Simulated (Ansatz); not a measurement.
# W (Fm-3m) in Ansatz: a series of runs, part 2 of 2

Ansatz 0.2.0.

### 5 Relaxation of cell and atoms, PBEsol

Input file input.yaml:

```yaml
crystal:
  lattice:
    - [0.0, 2.03, 2.03]
    - [2.03, 0.0, 2.03]
    - [2.03, 2.03, 0.0]
  atoms:
    - { symbol: W, position: [0.0, 0.0, 0.0] }
hamiltonian:
  xc: pbesol
  pseudopotentials: { kind: paw }
kpoints:
  mp_grid: { grid: [11, 11, 11] }
scf:
  occupations: { method: fermi_dirac, width: 0.05 }
output:
  forces: true
  stress: true
  eigenvalues: true
relax:
  f_tol: 0.01
  max_steps: 40
  cell: { stress_tol: 0.05 }
```

Potentials or basis: Ansatz PAW.

Launch:

```sh
$ ansatz run input.yaml --threads 2 --pin off --max-ram 5632MiB --backend cpu --events-out ev --progress --plain --runs-dir out
```

Standard output:

```text
Warning: RAYON_NUM_THREADS=2 ignored (pool sized by the plan → 2); use --threads N
Engine: ansatz 0.2.0, aarch64-unknown-linux-gnu
Pseudopotentials: kind: paw
Pseudopotential: W, paw, valence charge 14, recommended cutoff 420 eV (normal), W.paw.azcp
Functional definition: PBEsol
  exchange = pbesol_x
  correlation = pbesol_c
Crystal: 1 atoms, lattice volume = 16.731 Å³
Basis set: ecut = 420 eV, 331 PW (Γ), exchange–correlation on 40×40×40 points (8 copies of the dense FFT grid, shifted against one another)
Bands: 11, of which v1, the nominal top of the filled ones, is band 7 counted from 1 (6 counted from 0)
Symmetry: 48 space group operations
Space group: Fm-3m (ITA 225), of the structure as read, at distance tolerance 2.6e-5 Å
k-points: 56 of 1331
Non-local potential: W, projectors of the file, l = 0: 3, l = 1: 2, l = 2: 2, l = 3: 1
PAW form: soft (Blöchl's): semilocal exchange-correlation on the pseudo side does not see the compensation charge
PAW frozen core: W, regenerated for the run's functional, and the local potential with it (the file was generated under x = pbe(κ = 0.804, μ = 0.2195149727645171), c = pbe(β = 0.06672455060314922))
PAW one-centre angular grid: W, 590 points (default); XC on 64 Gauss nodes
Initial density: superposition of atomic densities (neutral atoms: chi_scale 0, normalization atom), corrected by the library's trained network
Initial wavefunctions: pseudopotential atomic-orbital guess
Functional: x = pbesol(κ = 0.804, μ = 0.12345679012345678), c = pbesol(β = 0.046)
SCF iter   1: F=—  HF=-10256.053179 eV  |F-HF|=—  |Δ(HF+E_count)|=         —  Δρ=2.90e-3  dr2=7.07e-4  ethr=1.77e-3  ⟨swp⟩=5.2  Hψ=3292  notcnv=0
preconditioner: auto → none  [metal: Δε(μ)=0.064 eV  Ē_g=8.340 eV  σ=0.050 eV  W_gap=0.30  n_scr=0 (ndim 8)  ℏωp=22.2 eV  f_vac=0.000  D(μ)=1.01/eV (n_scr^D=14)]
SCF iter   2: F=—  HF=-10256.052923 eV  |F-HF|=—  |Δ(HF+E_count)|=   2.56e-4  Δρ=1.34e-3  dr2=1.10e-4  ethr=5.05e-6  ⟨swp⟩=2.1  Hψ=1226  notcnv=0
SCF iter   3: F=—  HF=-10256.052951 eV  |F-HF|=—  |Δ(HF+E_count)|=   2.79e-5  Δρ=2.16e-4  dr2=2.16e-6  ethr=7.82e-7  ⟨swp⟩=1.8  Hψ=811  notcnv=0
SCF iter   4: F=—  HF=-10256.052952 eV  |F-HF|=—  |Δ(HF+E_count)|=   1.71e-6  Δρ=2.77e-5  dr2=7.98e-8  ethr=1.55e-8  ⟨swp⟩=2.6  Hψ=1032  notcnv=0
iter 5 did not close the SCF: its close was put off for the readings that it lacked (scf_convergence_deferred on its scf_iter line)
SCF iter   5: F=-10256.052952 eV  HF=-10256.052952 eV  |F-HF|=1.05e-9  |Δ(HF+E_count)|=   3.86e-8  Δρ=5.97e-6  dr2=1.81e-9  ethr=5.70e-10  ⟨swp⟩=2.1  Hψ=933  notcnv=0
SCF iter   6: F=-10256.052952 eV  HF=-10256.052952 eV  |F-HF|=1.82e-12  |Δ(HF+E_count)|=  6.33e-10  Δρ=1.45e-7  dr2=1.23e-12  ethr=1.29e-11  ⟨swp⟩=1.4  Hψ=1904  notcnv=0
SCF 1 converged in 6 iterations: F = -10256.052952 eV  dr2 = 1.23e-12
relax step   1: F+E_penalty+E_count = -10256.05295242 eV  Δ(F+E_penalty+E_count) = +0.000e0 eV  max|allowed force component| = 0.000e0 eV/Å  Δτ_max = 0.0000 Å  P = -12.733 GPa  Ω = 16.731 Å³  (6 SCF iters, dr2 threshold 1.00e-7 eV, accepted)
Crystal: 1 atoms, lattice volume = 14.401 Å³
Basis set: ecut = 420 eV, 283 PW (Γ), exchange–correlation on 40×40×40 points (8 copies of the dense FFT grid, shifted against one another)
Initial density: handed on by an earlier stage of this run
Initial wavefunctions: those handed on with the density
iter 1 solved again at ethr=1.61e-5 eV; its pass at ethr=3.10e-3 eV (dr2=2.25e-3 eV) is discarded
SCF iter   1: F=—  HF=-10255.900068 eV  |F-HF|=—  |Δ(HF+E_count)|=         —  Δρ=5.70e-3  dr2=2.25e-3  ethr=1.61e-5  ⟨swp⟩=1.9  Hψ=4748  notcnv=0
[... 22 lines left out ...]
SCF iter   2: F=—  HF=-10256.083494 eV  |F-HF|=—  |Δ(HF+E_count)|=   5.38e-7  Δρ=1.30e-4  dr2=1.09e-6  ethr=3.72e-8  ⟨swp⟩=1.0  Hψ=616  notcnv=0
SCF iter   3: F=-10256.083494 eV  HF=-10256.083494 eV  |F-HF|=5.20e-9  |Δ(HF+E_count)|=   3.11e-7  Δρ=1.06e-5  dr2=1.06e-8  ethr=7.14e-10  ⟨swp⟩=3.2  Hψ=2261  notcnv=0
SCF 4 converged in 3 iterations: F = -10256.083494 eV  dr2 = 1.06e-8
relax step   4: F+E_penalty+E_count = -10256.08349443 eV  Δ(F+E_penalty+E_count) = -6.651e-4 eV  max|allowed force component| = 0.000e0 eV/Å  Δτ_max = 0.0000 Å  P = +0.154 GPa  Ω = 15.990 Å³  energy of the carried Pulay correction = +2.374e-4 eV  (3 SCF iters, dr2 threshold 1.00e-7 eV, accepted)
Crystal: 1 atoms, lattice volume = 15.998 Å³
iter 1 solved again at ethr=1.98e-10 eV; its pass at ethr=3.10e-3 eV (dr2=2.77e-8 eV) is discarded
SCF iter   1: F=—  HF=-10256.083497 eV  |F-HF|=—  |Δ(HF+E_count)|=         —  Δρ=1.42e-5  dr2=2.02e-8  ethr=1.98e-10  ⟨swp⟩=2.2  Hψ=4153  notcnv=0
preconditioner: auto → none  [metal: Δε(μ)=0.076 eV  Ē_g=8.750 eV  σ=0.050 eV  W_gap=0.36  n_scr=0 (ndim 8)  ℏωp=22.7 eV  f_vac=0.000  D(μ)=0.94/eV (n_scr^D=14)]
SCF iter   2: F=-10256.083496 eV  HF=-10256.083496 eV  |F-HF|=1.93e-10  |Δ(HF+E_count)|=   1.02e-6  Δρ=6.44e-6  dr2=3.34e-9  ethr=1.44e-10  ⟨swp⟩=3.9  Hψ=1729  notcnv=0
SCF 5 converged in 2 iterations: F = -10256.083496 eV  dr2 = 3.34e-9
relax step   5: F+E_penalty+E_count = -10256.08349562 eV  Δ(F+E_penalty+E_count) = -1.186e-6 eV  max|allowed force component| = 0.000e0 eV/Å  Δτ_max = 0.0000 Å  P = -0.001 GPa  Ω = 15.998 Å³  energy of the carried Pulay correction = +2.348e-4 eV  (2 SCF iters, dr2 threshold 5.90e-8 eV, accepted)
Initial wavefunctions: pseudopotential atomic-orbital guess (no wavefunctions were taken with the density)
iter 1 solved again at ethr=2.61e-8 eV; its pass at ethr=3.10e-3 eV (dr2=3.66e-6 eV) is discarded
SCF iter   1: F=—  HF=-10256.083264 eV  |F-HF|=—  |Δ(HF+E_count)|=         —  Δρ=1.04e-4  dr2=2.40e-7  ethr=2.61e-8  ⟨swp⟩=3.1  Hψ=5084  notcnv=0
SCF iter   2: F=—  HF=-10256.083263 eV  |F-HF|=—  |Δ(HF+E_count)|=   8.28e-7  Δρ=5.08e-5  dr2=5.25e-8  ethr=1.71e-9  ⟨swp⟩=1.3  Hψ=728  notcnv=0
SCF iter   3: F=—  HF=-10256.083263 eV  |F-HF|=—  |Δ(HF+E_count)|=   1.01e-8  Δρ=3.01e-6  dr2=5.81e-10  ethr=3.75e-10  ⟨swp⟩=2.0  Hψ=1003  notcnv=0
SCF iter   4: F=—  HF=-10256.083263 eV  |F-HF|=—  |Δ(HF+E_count)|=  3.27e-11  Δρ=7.09e-7  dr2=1.94e-11  ethr=4.15e-12  ⟨swp⟩=2.1  Hψ=907  notcnv=0
SCF iter   5: F=-10256.083263 eV  HF=-10256.083263 eV  |F-HF|=9.09e-12  |Δ(HF+E_count)|=  3.64e-12  Δρ=9.05e-8  dr2=3.48e-13  ethr=1.00e-12  ⟨swp⟩=5.0  Hψ=2180  notcnv=0
SCF 6 converged in 5 iterations: F = -10256.083263 eV  dr2 = 3.48e-13
relax step   6: F+E_penalty+E_count = -10256.08326323 eV  Δ(F+E_penalty+E_count) = +2.324e-4 eV  max|allowed force component| = 0.000e0 eV/Å  Δτ_max = 0.0000 Å  P = -0.002 GPa  Ω = 15.998 Å³  stress off target by 2.21e-3 GPa  SCF on the basis re-selected at this cell (its energy is not comparable with the rows above)  (5 SCF iters)
basis re-selected at this cell: Δ(F+E_penalty+E_count) = +2.324e-4 eV, ΔP = -0.001 GPa vs the last step (what re-selecting the basis moved, of the pressure what is left beyond the Pulay correction that the steps carried, after the strain that the cell walked since its last selection, with what the two solves' SCF thresholds leave and, on support functions, any second-order correction that the steps lacked; it is no measure of the basis error at this ecutwfc). This SCF's stress stands 2.21e-3 GPa from its target on what of the cell is left free (relax.cell.stress_tol is 5.00e-2 GPa) and its largest allowed force component is 0.00e0 eV/Å (relax.f_tol is 1.00e-2 eV/Å): within both
SCF converged after 5 iterations
Free energy (F): -10256.083263 eV
Harris-Foulkes:  -10256.083263 eV  (|F-HF|=9.09e-12)
Internal energy: -10256.075189 eV  (E = F + TS)
E sigma→0 (E₀):  -10256.079226 eV
Entropy (-TS):   -0.008074 eV (-8.074 meV/atom)
Fermi energy:    21.712905 eV
--- Per-component energies (eV) ---
  E_band       = -85.457826
  E_kinetic    = 450.169168
  E_local      = -608.901894  (includes V_loc(G=0)·N_el)
  E_nonlocal   = 3.459709
  E_hartree    = 217.664107
  E_xc         = -265.031273
  E_vxc        = -238.399330  (∫ρ·V_xc dr)
  E_paw        = -8436.087556  (= ΣΔE_a)
  E_vpaw       = -127.113626  (= ΣTr[D̂ρ^β])
  E_aug_tail   = -0.000076  (compensation charges beyond the density's cutoff)
  E_ewald      = -1617.569167
  E_core_change = 0.221792  (= ΣΔE_core)
  E_smearing   = -0.008074  (= −TS)
  E_closure    = -0.000000  (closes the sum)
  Σ components = -10256.083263   (vs F -10256.083263, Δ=0.00e0)
--- Forces (eV/Å), atoms counted from 1 ---
  atom   1  W     -0.00000000     0.00000000    -0.00000000
  max |Σ_I F_I| component: 1.44e-32 eV/Å
--- Stress (GPa, compression-positive) ---
       -0.002206      -0.000000      -0.000000
       -0.000000      -0.002206      -0.000000
       -0.000000      -0.000000      -0.002206
  P = ⅓ Tr σ = -0.0022 GPa (-0.022 kbar)
--- Band table (eV; the first three rows and the last of 56) ---
  k-point 0: bands = ["-51.7835", "-15.4072", "-15.4072", "-15.4072", "12.6179", "21.1379", "21.1379", "21.1379", "24.3708", "24.3708", "34.5945"]
  k-point 1: bands = ["-51.7740", "-15.5141", "-15.4207", "-15.4207", "12.9887", "20.8636", "21.3068", "21.3068", "24.2212", "24.2212", "35.3167"]
  k-point 2: bands = ["-51.7485", "-15.7943", "-15.4568", "-15.4568", "13.9807", "20.3296", "21.6030", "21.6030", "24.1007", "24.1007", "35.9970"]
  k-point 55: bands = ["-51.6245", "-16.2714", "-16.2040", "-15.8510", "17.8925", "19.1757", "20.1436", "23.2085", "27.4093", "31.1677", "32.8356"]
--- Relaxed structure (5 steps of the walk, 4 accepted, 1 SCFs on fresh bases) ---
  F+E_penalty+E_count = -10256.08326323 eV   max|allowed force component| = 0.000e0 eV/Å   (the final SCF, on the basis selected at the relaxed cell)
  cell:  # Å, volume = 15.9979 Å³
    - [-3.7896829494660953e-34, 1.9999138822201052, 1.9999138822201052]
    - [1.9999138822201052, -1.4330733842518846e-34, 1.9999138822201052]
    - [1.9999138822201052, 1.9999138822201052, -2.7387624676813793e-34]
  atoms:
    - { symbol: W, position: [0.0, 0.0, 0.0] }
```

Wall time 2.8 s (2 threads of Arm Neoverse V1, shared host); peak memory 0.27 GiB.

Results:

```yaml
Free_energy: -10256.0833 eV
Relaxed_volume: 16.00 Å³/atom
Relaxed_cell: a = 2.828 Å, b = 2.828 Å, c = 2.828 Å, α = 60.00°, β = 60.00°, γ = 60.00°
Space_group_after_relaxing_to_0.05_Å: Fm-3m (No. 225)
Energy_gained_by_relaxing: 30.3 meV/atom
Ionic_steps: 5
Pressure_after_relaxing: 0.0 GPa
Band_gap_on_the_k_mesh: none (metal or under the smearing width)
```

The path:
```
step  energy change (eV)  largest force (eV/Å)  volume (Å³)
   1              0.0000                0.0000        16.73
   2             -0.0299                0.0000        16.10
   3             -0.0305                0.0000        15.99
   4             -0.0305                0.0000        16.00
   5             -0.0303                0.0000        16.00
```

Final structure:
```xyz
1
Lattice="0.0000 1.9999 1.9999 1.9999 0.0000 1.9999 1.9999 1.9999 0.0000" Properties=species:S:1:pos:R:3 pbc="T T T"
W     0.0000    0.0000    0.0000
```

Caveat: the plane-wave basis is chosen anew once the cell has moved, so the energies of steps on either side of that aren't comparable; the PAW data sets come from PBE, with cores solved anew for the run's functional, which leaves a small shift of forces and pressure.

### 6 Overview

| task | level | cell | smearing | gap on the mesh (eV) | pressure (GPa) | relaxed volume (Å³/atom) |
| --- | --- | --- | --- | --- | --- | --- |
| single point | PBE | as given | gaussian 0.011 eV | none | -4.9 | - |
| relaxation of cell and atoms | PBE | relaxed | fermi-dirac 0.05 eV | none | 0.0 | 16.45 |
| relaxation of cell and atoms | LDA | relaxed | fermi-dirac 0.05 eV | none | 0.0 | 15.72 |
| relaxation of cell and atoms | PBEsol | relaxed | fermi-dirac 0.05 eV | none | 0.0 | 16.00 |

Alike in all rows: potentials or basis Ansatz PAW; no spin polarisation; k mesh 11 × 11 × 11; cutoff (eV) 420.

Caveats: the plane-wave basis is chosen anew once the cell has moved, so the energies of steps on either side of that aren't comparable (some runs); the PAW data sets come from PBE, with cores solved anew for the run's functional, which leaves a small shift of forces and pressure (some runs).

Absolute energies hang on the potentials; compare differences alone.
